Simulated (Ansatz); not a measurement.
# GaSb: the cost of one run

Computed with Ansatz 0.2.0 (DFT PBE, scalar-relativistic, plane waves, PAW, unless a step's input says otherwise).

17 further runs of the same task are left out: 17 set aside as unsound or not needed.

### Step 1. The system as given

It takes space group I-4m2 (No. 119, tetragonal). Conventional cell: a = 5.532 Å, b = 5.532 Å, c = 3.162 Å, α = 90.00°, β = 90.00°, γ = 90.00°. Around Ga (site symmetry -4m2) lie 4 Sb at 2.88 Å and 2 Ga at 3.16 Å. Sb (site symmetry -4m2) is surrounded by 4 Ga at 2.88 Å and 2 Sb at 3.16 Å.

Structure file:

```
CELL_PARAMETERS angstrom
-2.76594 2.76594 1.58116
2.76594 -2.76594 1.58116
2.76594 2.76594 -1.58116
ATOMIC_POSITIONS crystal
Ga 0.25000 0.75000 0.50000
Sb 0.00000 0.00000 0.00000
```

It goes back to an entry of the Materials Project, which need not be the stable form.

This cell was relaxed beforehand with the same method: volume 24.19 Å³/atom, gap on the mesh none (metal).

### Step 2. The scan

The energy is mapped over the lattice constants a and c of the conventional cell.

- lattice constant a (and b): 7 values from 5.145 to 5.919 Å
- lattice constant c: 7 values from 2.783 to 3.542 Å

Nothing else is relaxed (symmetry fixes all fractional coordinates). Energies count from the relaxed crystal. Points are written as (first, second).

### Step 3. Point (5.145 Å, 2.783 Å)

Contents of input.yaml:

```yaml
crystal:
  lattice:
    - [-2.5723, 2.5723, 1.3914]
    - [2.5723, -2.5723, 1.3914]
    - [2.5723, 2.5723, -1.3914]
  atoms:
    - { symbol: Ga, position: [0.25, 0.75, 0.5] }
    - { symbol: Sb, position: [0.0, 0.0, 0.0] }
basis:
  ecutwfc: 420
kpoints:
  mp_grid: { grid: [16, 16, 16] }
hamiltonian:
  xc: pbe
  pseudopotentials: { kind: paw, azcp: { folder: soft_1 } }
scf:
  occupations: { method: gaussian, width: 0.15 }
output:
  forces: true
  stress: true
  eigenvalues: true
```

Command:

```sh
> ansatz run input.yaml --threads 1 --pin off --max-ram 2048MiB --backend cpu --events-out ev --progress --plain --runs-dir out
```

What time and memory should one allow on 1 thread of Intel Xeon 6975P-C (Granite Rapids), shared host?

About 11 s, with a peak of 0.57 GiB.
